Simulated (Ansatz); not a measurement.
# Be2C (Fm-3m): how far a G0W0 gap depends on its settings

Aim: test how the G0W0 gap of Be2C, database structure moves with the number of bands, the screening cutoff and the other choices.

Program: Ansatz 0.2.0. G0W0, plane waves. Spin-unpolarised throughout; all numbers are computed.

## Step 1: The cell

The cell was relaxed beforehand with r2SCAN.

Space group Fm-3m (No. 225), cubic; a = 4.321 Å in the conventional setting, 6.72 Å³ an atom. Near Be stand 4 C at 1.87 Å; near C stand 8 Be at 1.87 Å.

Coordinates:

```
CELL_PARAMETERS angstrom
0.00000 2.16049 2.16049
2.16049 0.00000 2.16049
2.16049 2.16049 0.00000
ATOMIC_POSITIONS crystal
Be 0.75000 0.75000 0.75000
Be 0.25000 0.25000 0.25000
C 0.00000 0.00000 0.00000
```

## Step 2: 60 empty bands, 120 eV

The input, input.yaml:

```yaml
crystal:
  lattice:
    - [0.0, 2.1604856457, 2.1604856457]
    - [2.1604856457, 0.0, 2.1604856457]
    - [2.1604856457, 2.1604856457, 0.0]
  atoms:
    - { symbol: Be, position: [0.75, 0.75, 0.75] }
    - { symbol: Be, position: [0.25, 0.25, 0.25] }
    - { symbol: C, position: [0.0, 0.0, 0.0] }
kpoints:
  mp_grid: { grid: [8, 8, 8] }
hamiltonian:
  xc: pbe
scf:
  occupations: { method: fixed }
gw:
  n_empty_bands: 60
  ecut_chi: 120
  qp_bands: [v2, c2]
  qp_kpoints: band_edges
  screening: { model: contour_deformation }
```

## Step 3: 149 empty bands, 220 eV

Edit input.yaml of step 2 so:

```diff
@@ -16,4 +16,4 @@
 gw:
-  n_empty_bands: 60
-  ecut_chi: 120
+  n_empty_bands: 149
+  ecut_chi: 220
   qp_bands: [v2, c2]
```

## Step 4: 274 empty bands, 300 eV

Edit input.yaml of step 3 so:

```diff
@@ -16,4 +16,4 @@
 gw:
-  n_empty_bands: 149
-  ecut_chi: 220
+  n_empty_bands: 274
+  ecut_chi: 300
   qp_bands: [v2, c2]
```

## Step 5: Starting from HSE06

Edit input.yaml of step 4 so:

```diff
@@ -12,3 +12,3 @@
 hamiltonian:
-  xc: pbe
+  xc: hse06
 scf:
@@ -16,4 +16,4 @@
 gw:
-  n_empty_bands: 274
-  ecut_chi: 300
+  n_empty_bands: 149
+  ecut_chi: 220
   qp_bands: [v2, c2]
```

## Step 6: Starting from r2SCAN

Edit input.yaml of step 5 so:

```diff
@@ -12,3 +12,3 @@
 hamiltonian:
-  xc: hse06
+  xc: r2scan
 scf:
```

## Step 7: Starting from PBE0

Edit input.yaml of step 6 so:

```diff
@@ -12,3 +12,3 @@
 hamiltonian:
-  xc: r2scan
+  xc: pbe0
 scf:
```

## Step 8: A plasmon pole in place of the full frequency dependence

Edit input.yaml of step 7 so:

```diff
@@ -12,3 +12,3 @@
 hamiltonian:
-  xc: pbe0
+  xc: pbe
 scf:
@@ -20,2 +20,2 @@
   qp_kpoints: band_edges
-  screening: { model: contour_deformation }
+  screening: { model: godby_needs }
```

## Step 9: A finer mesh, 10×10×10

Edit input.yaml of step 8 so:

```diff
@@ -10,3 +10,3 @@
 kpoints:
-  mp_grid: { grid: [8, 8, 8] }
+  mp_grid: { grid: [10, 10, 10] }
 hamiltonian:
@@ -16,6 +16,6 @@
 gw:
-  n_empty_bands: 149
-  ecut_chi: 220
+  n_empty_bands: 32
+  ecut_chi: 80
   qp_bands: [v2, c2]
   qp_kpoints: band_edges
-  screening: { model: godby_needs }
+  screening: { model: contour_deformation }
```

## Step 10: Norm-conserving pseudopotentials

Edit input.yaml of step 9 so:

```diff
@@ -10,5 +10,6 @@
 kpoints:
-  mp_grid: { grid: [10, 10, 10] }
+  mp_grid: { grid: [8, 8, 8] }
 hamiltonian:
   xc: pbe
+  pseudopotentials: { kind: nc }
 scf:
@@ -16,4 +17,4 @@
 gw:
-  n_empty_bands: 32
-  ecut_chi: 80
+  n_empty_bands: 149
+  ecut_chi: 220
   qp_bands: [v2, c2]
```

Before running it: what results should come out? Wanted: for each run, start; potentials; frequencies; empty bands; cutoff; Kohn-Sham gap; G0W0 gap.

The runs gave:

```
 start  potentials  frequencies  empty bands  cutoff (eV)      mesh  Kohn-Sham gap (eV)  G0W0 gap (eV)
   PBE         PAW         full           60          120     8×8×8                1.17           1.87
   PBE         PAW         full          149          220     8×8×8                1.17           2.00
   PBE         PAW         full          274          300     8×8×8                1.17           2.05
 HSE06         PAW         full          149          220     8×8×8                1.91           2.32
r2SCAN         PAW         full          149          220     8×8×8                1.53           2.14
  PBE0         PAW         full          149          220     8×8×8                2.60           2.46
   PBE         PAW         pole          149          220     8×8×8                1.17           1.93
   PBE         PAW         full           32           80  10×10×10                1.17           1.72
   PBE          NC         full          149          220     8×8×8                1.17           2.00
```

Gaps are those on each run's own mesh.

With bands and cutoff raised together, from 60 bands at 120 eV to 274 at 300 eV, the gap moves by +0.18 eV, and on the last rung by +0.04 eV; extrapolated in 1/N from the last two rungs, the limit on this k mesh would lie near 2.1 eV. The starting point matters: against PBE, HSE06 gives +0.31 eV, r2SCAN gives +0.13 eV, PBE0 gives +0.45 eV. The plasmon pole changes the gap by -0.071 eV. Norm-conserving potentials change it by -0.008 eV.
